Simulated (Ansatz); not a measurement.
Method: DFT PBE, scalar-relativistic, plane waves, PAW (Ansatz). All cells share a 420 eV cutoff and Γ-centred k meshes spaced at most about 0.3 Å⁻¹ (about 0.25 or finer for metals, 2π included). No spin polarisation in the final relaxations.

Temperature and zero-point effects are left out. All come from trial cells, and lower structures may exist.

Problem. Which of these relaxed structures of Mg is the lowest in energy?
A.

```
CELL_PARAMETERS angstrom
4.39029 0.00000 0.00000
0.00000 4.39029 0.00000
0.00000 0.00000 4.39029
ATOMIC_POSITIONS crystal
Mg 0.00000 0.50000 0.50000
Mg 0.50000 0.00000 0.50000
Mg 0.50000 0.50000 0.00000
```

B.

```
CELL_PARAMETERS angstrom
0.00000 3.48144 3.48144
3.48144 0.00000 3.48144
3.48144 3.48144 0.00000
ATOMIC_POSITIONS crystal
Mg 0.25000 0.25000 0.25000
Mg 0.50000 0.50000 0.50000
Mg 0.75000 0.75000 0.75000
```

Solution. B. It has space group Fm-3m (No. 225); the next, A, with space group Pm-3m (No. 221), lies 14 meV/atom higher. Counting all near atoms (those within 1.25 times the shortest distance at each site; a plus sign parts nearer from farther groups; a slash parts the counts of unlike sites), the lowest has Mg 8/4+6 and the next has Mg 8.

For metals, differences of a few meV/atom aren't resolved. Cells relaxed within their symmetry can be saddle points. The part of the Crystallography Open Database at hand lists Mg in space groups No. 194, 229; no cell shown has one of them. Some structure types and database cells were kept out of the candidates from the start, so a known form may be missing.
